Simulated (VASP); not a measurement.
# W (Fm-3m) in VASP: a series of runs

The runs below take W through single point, relaxation of cell and atoms, with PBE.

Program: VASP 6.6.1. These are calculated values, not measurements. Logs are shortened: lines on timing, memory, paths and dates and some standing lists are left out, and cuts for length are marked.

**1. The structure**

It takes space group Fm-3m (No. 225, cubic). Conventional cell: a = 4.110 Å, b = 4.110 Å, c = 4.110 Å, α = 90.00°, β = 90.00°, γ = 90.00°. W (site symmetry m-3m) has 12 W at 2.91 Å as nearest neighbours.

This isn't the form of W at room conditions, which is bcc.

**2. Single point, PBE**

File INCAR:

```
SYSTEM = W
PREC = Accurate ; ENCUT = 520
EDIFF = 1E-7 ; ISMEAR = -1
SIGMA = 0.05 ; LREAL = .FALSE.
LASPH = .TRUE. ; NELM = 100
ALGO = Fast ; ISIF = 2
LWAVE = .FALSE. ; LCHARG = .FALSE.
GGA = PE ; NBANDS = 13
```

File KPOINTS:

```
regular mesh
0
G
  18 18 18
  0 0 0
```

File POSCAR:

```
W
1.0
    0.0000000000      2.0550073273      2.0550073273
    2.0550073273      0.0000000000      2.0550073273
    2.0550073273      2.0550073273      0.0000000000
W
1
Direct
    0.0000000000      0.0000000000      0.0000000000
```

Potentials or basis: VASP PAW PBE potentials, release 64 (W_sv).

On the command line:

```sh
> cat potpaw_PBE.64/W_sv/POTCAR > POTCAR
> mpirun -np 1 vasp_std > vasp.out
```

OUTCAR:

```text
SYSTEM = W
   PREC = Accurate
   ENCUT = 520
   EDIFF = 1E-7
   ISMEAR = -1
   LREAL = .FALSE.
   LASPH = .TRUE.
   NELM = 100
   ISIF = 2
   GGA = PE

 ion  position               nearest neighbor table
   1  0.000  0.000  0.000-

  LATTYP: Found a face centered cubic cell.
 ALAT       =     4.1100146546

  Lattice vectors:

 A1 = (   0.0000000000,   2.0550073273,   2.0550073273)
 A2 = (   2.0550073273,   0.0000000000,   2.0550073273)
 A3 = (   2.0550073273,   2.0550073273,   0.0000000000)

Analysis of symmetry for initial positions (statically):
=====================================================================
 Subroutine PRICEL returns:
 Original cell was already a primitive cell.

 Routine SETGRP: Setting up the symmetry group for a
 face centered cubic supercell.

 Subroutine GETGRP returns: Found 48 space group operations
 (whereof 48 operations were pure point group operations)
 out of a pool of 48 trial point group operations.

The static configuration has the point symmetry O_h .

Analysis of symmetry for dynamics (positions and initial velocities):
=====================================================================
 Subroutine PRICEL returns:
 Original cell was already a primitive cell.

 Routine SETGRP: Setting up the symmetry group for a
 face centered cubic supercell.

 Subroutine GETGRP returns: Found 48 space group operations
 (whereof 48 operations were pure point group operations)
 out of a pool of 48 trial point group operations.

The dynamic configuration has the point symmetry O_h .

 Subroutine INISYM returns: Found 48 space group operations
 (whereof 48 operations are pure point group operations),
 and found     1 'primitive' translations

----------------------------------------------------------------------------------------

                                     Primitive cell

  volume of cell :      17.3568

  direct lattice vectors                    reciprocal lattice vectors
     0.000000000  2.055007327  2.055007327    -0.243308135  0.243308135  0.243308135
     2.055007327  0.000000000  2.055007327     0.243308135 -0.243308135  0.243308135
     2.055007327  2.055007327  0.000000000     0.243308135  0.243308135 -0.243308135

  length of vectors
     2.906219233  2.906219233  2.906219233     0.421422052  0.421422052  0.421422052

  position of ions in fractional coordinates (direct lattice)
     0.000000000  0.000000000  0.000000000

  ion indices of the primitive-cell ions
   primitive index   ion index
[... 82 lines left out ...]
   TEBEG  =    0.0;   TEEND  =   0.0 temperature during run
   PSTRESS=    0.0 pullay stress
   NELECT =      14.0000    total number of electrons
   NUPDOWN=      -1.0000    fix difference up-down
   EMIN   =  10.00;   EMAX   =-10.00  energy-range for DOS
   EFERMI =   0.00;   METHOD = LEGACY
   ISMEAR =    -1;   SIGMA  =   0.05  broadening in eV -4-tet -1-fermi 0-gaus
   EFERMI_NEDOS =   21; number of points for ismear=-14 and -15
   IALGO  =     68    algorithm
   IMIX   =      4    mixing-type and parameters
     AMIX     =   0.40;   BMIX     =  1.00
     AMIX_MAG =   1.60;   BMIX_MAG =  1.00
  volume/ion in A,a.u.               =      17.36       117.13
  Fermi-wavevector in a.u.,A,eV,Ry     =   1.523915  2.879782 31.597049  2.322318
  Thomas-Fermi vector in A             =   2.632293
   LORBIT       =      0    0 simple, 1 ext, 2 COOP (PROOUT), +10 PAW based schemes
   GGA     = PE    functional components
   LHFCALC =     F    Hartree Fock is set to
   AEXX    =    0.0000 exact exchange contribution
   IVDW    =     0    specifies the selected vdW correction
   LEPSILON=     F    determine dielectric tensor
   LRPA    =     F    only Hartree local field effects (RPA)
 non-spin polarized calculation
 RMM-DIIS sequential band-by-band and
  energy-cutoff  :      520.00
  volume of cell :       17.36
 maximum number of plane-waves:       489
 NGX is ok and might be reduce to    24
   NGX = 11   NGY = 11   NGZ = 11

 number of electron      13.9999999 magnetization

 Free energy of the ion-electron system (eV)
  ---------------------------------------------------
  ext. energy  EPLUGINS =         0.00000000
  ---------------------------------------------------
  free energy    TOTEN  =       -12.43944783 eV

  energy without entropy =      -12.42845045  energy(sigma->0) =      -12.43394914

 E-fermi :   9.7437     XC(G=0): -13.1258

 val. band max:        9.7381792924   @ k =   0.2778   0.0556   0.0000
 cond. band min:       9.7536024049   @ k =  -0.1667   0.0556   0.0000
 fundamental gap:      0.0154231125
 Fermi energy:         9.7437091522

 k-point     1 :       0.0000    0.0000    0.0000
  band No.  band energies     occupation
      1     -64.0492      2.00000
      2     -27.7439      2.00000
      3     -27.7439      2.00000
      4     -27.7439      2.00000
      5       1.0398      2.00000
      6       9.2422      1.99991
      7       9.2422      1.99991
      8       9.2422      1.99991
      9      12.1244      0.00000
     10      12.1244      0.00000
     11      22.4471      0.00000
     12      27.3928      0.00000
     13      27.3928      0.00000
[... 354 lines left out ...]
  band No.  band energies     occupation
      1     -64.0091      2.00000
      2     -28.2062      2.00000
      3     -27.8366      2.00000
      4     -27.7950      2.00000
      5       3.1463      2.00000
      6       8.2010      2.00000
      7       9.6265      1.82509
      8       9.7678      0.76374
      9      11.6966      0.00000
     10      12.6364      0.00000
     11      22.9133      0.00000
     12      25.9887      0.00000
     13      30.1299      0.00000

 [... further k-points ...]

------------------------ aborting loop because EDIFF is reached ----------------------------------------

  FORCE on cell =-STRESS in cart. coord.  units (eV):
  Direction    XX          YY          ZZ          XY          YZ          ZX
  --------------------------------------------------------------------------------------
  -------------------------------------------------------------------------------------
  Total       -1.4494270     -1.4494270     -1.4494270      0.0000000      0.0000000      0.0000000
  in kB     -133.7940538   -133.7940538   -133.7940538      0.0000000      0.0000000      0.0000000
  external PRESSURE =    -133.7940538 kB  Pullay stress =       0.0000000 kB

 VOLUME and BASIS-vectors are now :
 -----------------------------------------------------------------------------
  energy-cutoff  :      520.00
  volume of cell :       17.36
      direct lattice vectors                 reciprocal lattice vectors
     0.000000000  2.055007327  2.055007327    -0.243308135  0.243308135  0.243308135
     2.055007327  0.000000000  2.055007327     0.243308135 -0.243308135  0.243308135
     2.055007327  2.055007327  0.000000000     0.243308135  0.243308135 -0.243308135

 POSITION                                       TOTAL-FORCE (eV/Angst)
 -----------------------------------------------------------------------------------
      0.00000      0.00000      0.00000        -0.000000      0.000000     -0.000000
 -----------------------------------------------------------------------------------
    total drift:                                0.000000      0.000000      0.000000

  FREE ENERGIE OF THE ION-ELECTRON SYSTEM (eV)
  ---------------------------------------------------
  free  energy   TOTEN  =       -12.4394478295 eV

  energy  without entropy=      -12.4284504480  energy(sigma->0) =      -12.43394914
```

OSZICAR:

```text
N       E                     dE             d eps       ncg     rms          rms(c)
DAV:   1     0.855416078595E+02    0.85542E+02   -0.74586E+03  5094   0.120E+03
DAV:   2    -0.113338431380E+02   -0.96875E+02   -0.93160E+02  5575   0.313E+02
DAV:   3    -0.131063799564E+02   -0.17725E+01   -0.17652E+01  5765   0.408E+01
DAV:   4    -0.131147150563E+02   -0.83351E-02   -0.83349E-02  5570   0.311E+00
DAV:   5    -0.131147945014E+02   -0.79445E-04   -0.79445E-04  5750   0.285E-01    0.171E+01
RMM:   6    -0.125684656551E+02    0.54633E+00   -0.47300E-01  5469   0.634E+00    0.660E+00
RMM:   7    -0.124426858577E+02    0.12578E+00   -0.29942E-01  5480   0.502E+00    0.913E-01
RMM:   8    -0.124397686177E+02    0.29172E-02   -0.12360E-02  6228   0.115E+00    0.238E-01
RMM:   9    -0.124394675016E+02    0.30112E-03   -0.17192E-03  6030   0.477E-01    0.269E-02
RMM:  10    -0.124394558670E+02    0.11635E-04   -0.27809E-04  6290   0.195E-01    0.879E-03
RMM:  11    -0.124394474180E+02    0.84490E-05   -0.31003E-05  6543   0.686E-02    0.179E-03
RMM:  12    -0.124394478547E+02   -0.43667E-06   -0.72760E-06  6561   0.326E-02    0.996E-04
RMM:  13    -0.124394475966E+02    0.25812E-06   -0.10436E-06  5816   0.128E-02    0.179E-03
RMM:  14    -0.124394478299E+02   -0.23327E-06   -0.39181E-07  4851   0.707E-03    0.503E-04
RMM:  15    -0.124394478295E+02    0.31491E-09   -0.50417E-08  3353   0.259E-03
   1 F= -.12439448E+02 E0= -.12433949E+02  d E =-.109974E-01
```

stdout:

```text
POSCAR found type information on POSCAR W
 POSCAR found :  1 types and       1 ions
 scaLAPACK will be used
 LDA part: xc-table for (Slater+PW92), standard interpolation
 POSCAR, INCAR and KPOINTS ok, starting setup
 FFT: planning ... GRIDC
 FFT: planning ... GRID_SOFT
 FFT: planning ... GRID
 WAVECAR not read
 entering main loop
WARNING in EDDRMM: call to ZHEGV failed, returncode =   6  3     12
WARNING in EDDRMM: call to ZHEGV failed, returncode =   8  4     13
```

Run time: 26 s. Hardware: 1 thread of Intel Xeon Platinum 8488C (Sapphire Rapids), shared host; peak memory 0.16 GiB.

What came out:

```
Free energy            : -12.4394 eV
Pressure               : -13.4 GPa
Band gap on the k mesh : none (metal or under the smearing width)
```

Levels at points of the mesh, in eV from the Fermi level:
```csv
k point,band 5,band 6,band 7,band 8,band 9,band 10
"(0.00, 0.00, 0.00)",-8.70,-0.50,-0.50,-0.50,2.38,2.38
"(0.50, 0.00, 0.00)",-5.31,-0.70,-0.70,0.48,4.66,4.66
"(0.50, 0.50, 0.00)",-5.11,-4.19,2.75,4.62,5.32,5.32
```

Spin-orbit coupling is left out, which matters for the levels of W.

**3. Relaxation of cell and atoms, PBE**

This run uses another cell than the first one, of 16.45 Å³/atom, 0.948 times its volume.

File INCAR:

```
SYSTEM = W
ALGO = Normal ; EDIFF = 1E-7
EDIFFG = -0.005 ; ENCUT = 600
GGA = PE ; IBRION = 2
ISIF = 3 ; ISMEAR = -1
LASPH = .TRUE. ; LCHARG = .FALSE.
LREAL = .FALSE. ; LWAVE = .FALSE.
NELM = 100 ; NSW = 45
PREC = Accurate ; SIGMA = 0.05
```

File KPOINTS:

```
k-points
0
G
  18 18 18
  0 0 0
```

File POSCAR:

```
W
1.0
    0.0000000000      2.0185871169      2.0185871169
    2.0185871169      0.0000000000      2.0185871169
    2.0185871169      2.0185871169      0.0000000000
W
1
Direct
    0.0000000000      0.0000000000      0.0000000000
```

Potentials or basis: VASP PAW PBE potentials, release 64 (W_sv).

On the command line:

```sh
> cat potpaw_PBE.64/W_sv/POTCAR > POTCAR
> mpirun -np 1 vasp_std > vasp.out
```

Run time: 38 s. Hardware: 1 thread of Intel Xeon Platinum 8488C (Sapphire Rapids), shared host; peak memory 0.17 GiB.

Results (log left out):

* Free energy: -12.4774 eV
* Relaxed volume: 16.48 Å³/atom
* Relaxed cell: a = 2.856 Å, b = 2.856 Å, c = 2.856 Å, α = 60.00°, β = 60.00°, γ = 60.00°
* Space group after relaxing (to 0.05 Å): Fm-3m (No. 225)
* Energy gained by relaxing: 0.0 meV/atom
* Ionic steps: 3
* Pressure after relaxing: 0.0 GPa
* Band gap on the k mesh: none (metal or under the smearing width)

Final structure:
```
W
1.0
     0.00000    2.01983    2.01983
     2.01983    0.00000    2.01983
     2.01983    2.01983    0.00000
W
1
Direct
  0.00000 0.00000 0.00000
```

Levels at points of the mesh, in eV from the Fermi level:
| k point | band 4 | band 5 | band 6 | band 7 | band 8 | band 9 | band 10 | band 11 |
| --- | --- | --- | --- | --- | --- | --- | --- | --- |
| (0.00, 0.00, 0.00) | -37.31 | -8.97 | -0.55 | -0.55 | -0.55 | 2.56 | 2.56 | 12.79 |
| (0.50, 0.00, 0.00) | -37.47 | -5.57 | -0.77 | -0.77 | 0.63 | 5.02 | 5.02 | 10.23 |
| (0.50, 0.50, 0.00) | -37.72 | -5.45 | -4.49 | 3.03 | 4.98 | 5.74 | 5.74 | 11.71 |

The run has no spin-orbit coupling, so splittings on W are missing.
